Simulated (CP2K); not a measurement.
# Al2O3 in CP2K: the effect of functional

Crystal: Al2O3.

```
Al O
1.0
     3.01748    0.00000    0.00000
    -1.50874    2.61322    0.00000
     0.00000    0.00000    7.57464
Al O
2 3
Direct
  0.00000 0.00000 0.72205
  0.00000 0.00000 0.27795
  0.00000 0.00000 0.50000
  0.66667 0.33333 0.80055
  0.33333 0.66667 0.19945
```

Measurements of this composition are mostly on another form, of space group No. 167.

Alike in all runs:

| Item | Value |
| --- | --- |
| Program | CP2K 2026.2 |
| Task | band structure |
| k mesh | 7 × 7 × 3 |
| Occupations | fermi-dirac, width 0.05 eV |
| Spin | no spin polarisation |

```tsv
functional	potentials or basis	gap on the mesh (eV)	pressure (GPa)	largest force (eV/Å)
LDA	GTH_POTENTIALS Al GTH-PADE-q3, O GTH-PADE-q6; TZVP-MOLOPT-PBE-GTH basis	2.14	-9.4	0.44
PBEsol	POTENTIAL_UZH Al GTH-PBE-q3, O GTH-PBE-q6; TZVP-MOLOPT-PBE-GTH basis	2.11	-2.3	0.14
r2SCAN	POTENTIAL_UZH Al GTH-SCAN-q3, O GTH-SCAN-q6; TZVP-MOLOPT-SCAN-GTH basis	?	?	?
```

Task: What does the run with functional r2SCAN give?

Result: gap on the mesh 2.93 eV; pressure -7.7 GPa; largest force 0.48 eV/Å.

Caveats: the basis of atomic orbitals isn't converged, which shifts pressures, moduli and gaps; the potentials were made for another functional, which shifts forces and pressure (some runs).

